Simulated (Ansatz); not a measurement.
The structure comes from a relaxation in the same program, started in the rutile type, and has space group P4_2/mnm. Whether it is a known phase or the ground state wasn't checked.

An input for PtSe2 and the output that it gave: DFT, PBE, all-electron LAPW, scalar-relativistic (Ansatz 0.2.0).

```yaml
crystal:
  lattice:
    - [5.7812847138, 0.0, 0.0]
    - [0.0, 5.7812847138, 0.0]
    - [0.0, 0.0, 4.0239650174]
  atoms:
    - { symbol: Pt, position: [0.0, 0.0, 0.0] }
    - { symbol: Pt, position: [0.5, 0.5, 0.5] }
    - { symbol: Se, position: [0.3103489427, 0.3103489427, 0.0] }
    - { symbol: Se, position: [0.6896510573, 0.6896510573, 0.0] }
    - { symbol: Se, position: [0.8103489427, 0.1896510573, 0.5] }
    - { symbol: Se, position: [0.1896510573, 0.8103489427, 0.5] }
kpoints:
  mp_grid: { grid: [5, 5, 8] }
  band_path:
    path:
      - [0.0, 0.0, 0.0]
      - [0.0, 0.5, 0.0]
      - [0.5, 0.5, 0.0]
      - [0.0, 0.0, 0.0]
      - [0.0, 0.0, 0.5]
      - [0.0, 0.5, 0.5]
      - [0.5, 0.5, 0.5]
      - [0.0, 0.0, 0.5]
      - [0.0, 0.5, 0.0]
    npoints: 8
scf:
  occupations: { method: fermi_dirac, width: 0.05 }
hamiltonian:
  xc: pbe
  pseudopotentials: { kind: all_electron, lapw: { basis_error: 0.0005 } }
output:
  forces: true
  stress: true
  eigenvalues: true
  populations: true
  dos: { projected: true, de: 0.2, e_range: [-14, 8] }
```

The log:

```
Pt: projections on atomic orbitals take those of the free atom 1s2 2s2 2p6 3s2 3p6 3d10 4s2 4p6 4d10 4f14 5s2 5p6 5d9 6s1, of charge +0.00 (hamiltonian.pseudopotentials.projection_atoms)
Se: projections on atomic orbitals take those of the free atom 1s2 2s2 2p6 3s2 3p6 3d10 4s2 4p4, of charge +0.00 (hamiltonian.pseudopotentials.projection_atoms)
LAPW: plane waves up to 9.277 Å⁻¹, error target 5.0e-4 eV per atom; small_component_spin mean_spin; Se in spheres of 1.220 Å, 24 of its electrons in bands, Dirac shells []; Pt in spheres of 1.317 Å, 42 of its electrons in bands, Dirac shells []
Engine: ansatz 0.2.0
Pseudopotentials: kind: all_electron
Pseudopotential: Pt, LAPW, valence charge 42, Koelling and Harmon's equation, gaussian nucleus
Pseudopotential: Se, LAPW, valence charge 24, Koelling and Harmon's equation, gaussian nucleus
Functional definition: PBE
  parameter kappa = 0.804
  parameter beta = 0.06672455060314922
  exchange = pbe_x(kappa = kappa, mu = beta*pi^2/3)
  correlation = pbe_c(beta = beta)
Crystal: 6 atoms, lattice volume = 134.494 Å³
Basis set: ecut = 327.867110068091 eV, 1795 PW (Γ), exchange–correlation at level 2
Bands: 108, of which v1, the nominal top of the filled ones, is band 90 counted from 1 (89 counted from 0)
Symmetry: 16 space group operations
Space group: P42/mnm (ITA 136), of the structure as read, at distance tolerance 5.1e-5 Å
k-points: 30 of 200
Non-local potential: Pt, projectors of the file, none
Non-local potential: Se, projectors of the file, none
Initial density: superposition of atomic densities (chi_scale 0.1, normalization cell, long waves kept (reshape's long-wave potential 0.00 eV rms))
Initial wavefunctions: plane waves of lowest kinetic energy (no species holds an atomic orbital)
Functional: x = pbe(κ = 0.804, μ = 0.2195149727645171), c = pbe(β = 0.06672455060314922)
iter 1 solved again at ethr=2.70e-3 eV; its pass at ethr=1.00e-1 eV (dr2=4.86e0 eV) is discarded
SCF iter   1: F=—  HF=-1266419.519421 eV  |F-HF|=—  |Δ(HF+E_count)|=         —  Δρ=4.53e-2  dr2=4.86e0  ethr=2.70e-3  ⟨swp⟩=2.0  Hψ=19973  notcnv=0
preconditioner: auto → LDOS  [metal: Δε(μ)=0.057 eV  Ē_g=11.873 eV  σ=0.050 eV  W_gap=0.27  n_scr=46 (ndim 8)  ℏωp=21.2 eV  f_vac=0.205  D(μ)=6.06/eV (n_scr^D=46)  β→1.0]
SCF iter   2: F=—  HF=-1266417.892794 eV  |F-HF|=—  |Δ(HF+E_count)|=    1.63e0  Δρ=1.78e-2  dr2=7.12e-1  ethr=2.70e-3  ⟨swp⟩=2.0  Hψ=9960  notcnv=0
SCF iter   3: F=—  HF=-1266417.971571 eV  |F-HF|=—  |Δ(HF+E_count)|=   7.88e-2  Δρ=1.15e-2  dr2=3.77e-1  ethr=3.95e-4  ⟨swp⟩=2.0  Hψ=9960  notcnv=0
SCF iter   4: F=—  HF=-1266417.757375 eV  |F-HF|=—  |Δ(HF+E_count)|=   2.14e-1  Δρ=4.21e-3  dr2=5.23e-2  ethr=2.09e-4  ⟨swp⟩=2.0  Hψ=9591  notcnv=0
iter 5 solved again at ethr=6.41e-7 eV; its pass at ethr=2.91e-5 eV (dr2=1.15e-3 eV) is discarded
SCF iter   5: F=—  HF=-1266417.722935 eV  |F-HF|=—  |Δ(HF+E_count)|=         —  Δρ=1.01e-3  dr2=1.15e-3  ethr=6.41e-7  ⟨swp⟩=2.0  Hψ=16137  notcnv=0
the basis was enlarged: its passes take 1.9 MiB over the memory plan, 2 of 2 planned eigensolver slots
SCF iter   6: F=—  HF=-1266417.722671 eV  |F-HF|=—  |Δ(HF+E_count)|=   2.64e-4  Δρ=2.58e-4  dr2=4.87e-5  ethr=6.40e-7  ⟨swp⟩=3.0  Hψ=9505  notcnv=0
SCF iter   7: F=—  HF=-1266417.722753 eV  |F-HF|=—  |Δ(HF+E_count)|=   8.28e-5  Δρ=6.44e-5  dr2=4.27e-6  ethr=2.71e-8  ⟨swp⟩=3.0  Hψ=10092  notcnv=0
SCF iter   8: F=—  HF=-1266417.722751 eV  |F-HF|=—  |Δ(HF+E_count)|=   2.80e-6  Δρ=2.50e-5  dr2=5.54e-7  ethr=2.37e-9  ⟨swp⟩=3.0  Hψ=9768  notcnv=0
SCF iter   9: F=-1266417.722751 eV  HF=-1266417.722751 eV  |F-HF|=1.58e-8  |Δ(HF+E_count)|=   8.68e-7  Δρ=5.89e-6  dr2=4.63e-8  ethr=3.08e-10  ⟨swp⟩=3.0  Hψ=10114  notcnv=0
SCF 1 converged in 9 iterations: F = -1266417.722751 eV  dr2 = 4.63e-8
the search or the solves at the SCF's close seem to have found levels that the self-consistency loop had missed (the run counts 1). By its estimate they hold under 1e-12 electrons; where the run keeps them, the occupations were computed again with them
NSCF: frozen V_eff on 65 k-points
SCF converged after 9 iterations
Free energy (F): -1266417.722751 eV
Harris-Foulkes:  -1266417.722751 eV  (|F-HF|=1.58e-8)
Internal energy: -1266417.668996 eV  (E = F + TS)
E sigma→0 (E₀):  -1266417.695874 eV
Entropy (-TS):   -0.053756 eV (-8.959 meV/atom)
Fermi energy:    12.492011 eV
--- Per-component energies (eV) ---
  E_band       = -14095.937924
  E_kinetic    = 1408547.661452
  E_xc         = -28967.839335
  E_electrostatic = -2645997.491113  (all electrons and nuclei)
  E_smearing   = -0.053756  (= −TS)
  E_closure    = 0.000000  (closes the sum)
  E_atoms      = -1266391.123691  (free atoms, spherical and without spin; not in F)
  Σ components = -1266417.722751   (vs F -1266417.722751, Δ=0.00e0)
  Basis errors (estimates in eV, not in F): energy 2.3e-4 per atom: plane waves 2.1e-4 (1.2e-4 summed), levels above the bands 6.5e-102, relativity 4.7e-9, radial functions 1.7e-5, core shells 5.0e-7; eigenvalues (radial functions only) 1.1e-6; not estimated: angular momenta, meshes, grids; target (lapw.basis_error) 5.0e-4; muffin-tin radii Se 1.220 Å, Pt 1.317 Å
--- Forces (eV/Å), atoms counted from 1 ---
  atom   1  Pt     0.00000000     0.00000000     0.00000000
  atom   2  Pt     0.00000000     0.00000000     0.00000000
  atom   3  Se     0.00106962     0.00106962     0.00000000
  atom   4  Se    -0.00106962    -0.00106962     0.00000000
  atom   5  Se     0.00106962    -0.00106962     0.00000000
  atom   6  Se    -0.00106962     0.00106962     0.00000000
  max |Σ_I F_I| component: 2.60e-18 eV/Å
--- Stress (GPa, compression-positive) ---
       -0.003097       0.000000       0.000000
        0.000000      -0.003097       0.000000
        0.000000       0.000000       0.016499
  P = ⅓ Tr σ = 0.0034 GPa (0.034 kbar)
--- Band table (eV; the first three rows and the last of 30) ---
  k-point 0: bands = ["-291.1858", "-291.1858", "-291.1707", "-291.1707", "-291.1028", "-291.1028", "-291.0822", "-291.0822", "-291.0678", "-291.0678", "-195.7734", "-195.7734", "-195.7734", "-195.7734", "-135.3132", "-135.3132", "-135.3131", "-135.3131", "-135.2797", "-135.2797", "-135.2797", "-135.2797", "-135.1264", "-135.1264", "-135.1264", "-135.1264", "-86.3252", "-86.3252", "-54.9031", "-54.9031", "-54.9017", "-54.9017", "-54.8859", "-54.8859", "-54.8727", "-54.8727", "-54.8387", "-54.8387", "-54.8160", "-54.8160", "-54.7746", "-54.7746", "-40.6436", "-40.6430", "-40.5498", "-40.5498", "-40.4514", "-40.4514", "-35.5381", "-35.5377", "-35.5351", "-35.5351", "-35.5336", "-35.5333", "-35.5326", "-35.5326", "-35.4140", "-35.4140", "-35.4136", "-35.4125", "-35.3874", "-35.3868", "-35.3868", "-35.3860", "-35.3581", "-35.3580", "-35.3561", "-35.3561", "-2.0604", "-0.5413", "-0.0083", "-0.0083", "5.2152", "6.1695", "7.0969", "7.0969", "7.3319", "9.1869", "9.1869", "9.2383", "9.2444", "9.3074", "9.4422", "9.4536", "9.4536", "10.8551", "11.5481", "11.8984", "12.7041", "12.7041", "12.9682", "14.6161", "14.9045", "14.9045", "15.8336", "17.4158", "17.4158", "17.4545", "18.8268", "18.9016", "20.6731", "23.0532", "23.0532", "23.6550", "23.9980", "24.3916", "24.6735", "24.6735"]
  k-point 1: bands = ["-291.1858", "-291.1858", "-291.1707", "-291.1707", "-291.1028", "-291.1028", "-291.0822", "-291.0822", "-291.0678", "-291.0678", "-195.7734", "-195.7734", "-195.7734", "-195.7734", "-135.3132", "-135.3132", "-135.3131", "-135.3131", "-135.2797", "-135.2797", "-135.2797", "-135.2797", "-135.1264", "-135.1264", "-135.1264", "-135.1264", "-86.3252", "-86.3252", "-54.9031", "-54.9031", "-54.9017", "-54.9017", "-54.8859", "-54.8859", "-54.8727", "-54.8727", "-54.8387", "-54.8387", "-54.8160", "-54.8160", "-54.7746", "-54.7746", "-40.6439", "-40.6434", "-40.5498", "-40.5498", "-40.4514", "-40.4514", "-35.5380", "-35.5377", "-35.5350", "-35.5350", "-35.5340", "-35.5337", "-35.5326", "-35.5326", "-35.4140", "-35.4140", "-35.4136", "-35.4125", "-35.3874", "-35.3868", "-35.3868", "-35.3861", "-35.3580", "-35.3578", "-35.3562", "-35.3562", "-1.9554", "-0.5107", "-0.0284", "-0.0284", "5.3048", "6.2470", "7.1466", "7.1466", "7.4331", "8.4464", "8.9885", "8.9885", "9.1342", "9.4337", "9.4712", "9.7354", "9.7354", "10.8746", "11.4003", "11.8636", "12.6175", "12.6175", "12.7340", "14.3604", "14.3604", "14.4541", "16.1919", "17.7408", "18.2954", "18.3124", "18.3124", "20.2357", "20.9124", "21.6199", "22.9429", "22.9429", "23.5540", "23.5540", "24.1078", "25.3094"]
  k-point 2: bands = ["-291.1858", "-291.1858", "-291.1707", "-291.1707", "-291.1028", "-291.1028", "-291.0822", "-291.0822", "-291.0678", "-291.0678", "-195.7734", "-195.7734", "-195.7734", "-195.7734", "-135.3132", "-135.3132", "-135.3131", "-135.3131", "-135.2797", "-135.2797", "-135.2797", "-135.2797", "-135.1264", "-135.1264", "-135.1264", "-135.1264", "-86.3252", "-86.3252", "-54.9031", "-54.9031", "-54.9017", "-54.9017", "-54.8859", "-54.8859", "-54.8727", "-54.8727", "-54.8387", "-54.8387", "-54.8160", "-54.8160", "-54.7746", "-54.7746", "-40.6445", "-40.6441", "-40.5498", "-40.5498", "-40.4514", "-40.4514", "-35.5379", "-35.5377", "-35.5350", "-35.5347", "-35.5345", "-35.5345", "-35.5326", "-35.5326", "-35.4140", "-35.4140", "-35.4134", "-35.4126", "-35.3873", "-35.3868", "-35.3868", "-35.3862", "-35.3576", "-35.3575", "-35.3564", "-35.3564", "-1.6611", "-0.4706", "-0.0766", "-0.0766", "5.5648", "6.4459", "7.3052", "7.3052", "7.5485", "7.7263", "8.6198", "8.7545", "8.7545", "9.3669", "9.4564", "9.9265", "10.1006", "10.1006", "11.7708", "12.0607", "12.2202", "12.3307", "12.3307", "13.7403", "13.7819", "13.7819", "16.5546", "18.2649", "19.2555", "19.9095", "19.9095", "20.3320", "21.4480", "21.7492", "22.0379", "22.0379", "23.5324", "23.8632", "23.8632", "25.5314"]
  k-point 29: bands = ["-291.1858", "-291.1858", "-291.1707", "-291.1707", "-291.1028", "-291.1028", "-291.0822", "-291.0822", "-291.0678", "-291.0678", "-195.7734", "-195.7734", "-195.7734", "-195.7734", "-135.3132", "-135.3132", "-135.3131", "-135.3131", "-135.2797", "-135.2797", "-135.2797", "-135.2797", "-135.1264", "-135.1264", "-135.1264", "-135.1264", "-86.3252", "-86.3252", "-54.9031", "-54.9031", "-54.9017", "-54.9017", "-54.8859", "-54.8859", "-54.8727", "-54.8727", "-54.8387", "-54.8387", "-54.8160", "-54.8160", "-54.7746", "-54.7746", "-40.6453", "-40.6453", "-40.5497", "-40.5497", "-40.4513", "-40.4513", "-35.5377", "-35.5373", "-35.5362", "-35.5362", "-35.5337", "-35.5336", "-35.5331", "-35.5328", "-35.4141", "-35.4141", "-35.4131", "-35.4130", "-35.3868", "-35.3868", "-35.3867", "-35.3867", "-35.3570", "-35.3570", "-35.3568", "-35.3568", "-0.6996", "-0.6483", "-0.3055", "-0.2404", "5.9606", "6.0793", "6.9882", "7.1397", "7.3309", "7.6248", "8.4630", "8.4675", "9.0920", "9.1476", "9.4244", "9.4257", "10.0812", "10.1978", "11.9948", "12.0623", "12.1201", "12.3076", "12.5295", "13.3348", "13.3510", "14.7233", "16.8764", "17.1044", "18.8583", "18.8786", "20.7757", "20.8488", "21.8919", "22.0124", "22.4385", "22.7844", "24.0083", "24.1384", "24.2230", "24.6425"]
--- Löwdin populations: 6 sites ---
  site symbol       q [e]
     0     Pt     77.4873
     1     Pt     77.4873
     2     Se     34.1592
     3     Se     34.1592
     4     Se     34.1592
     5     Se     34.1592
  spilling = 0.001332 (of n_electrons = 292.000000)
```
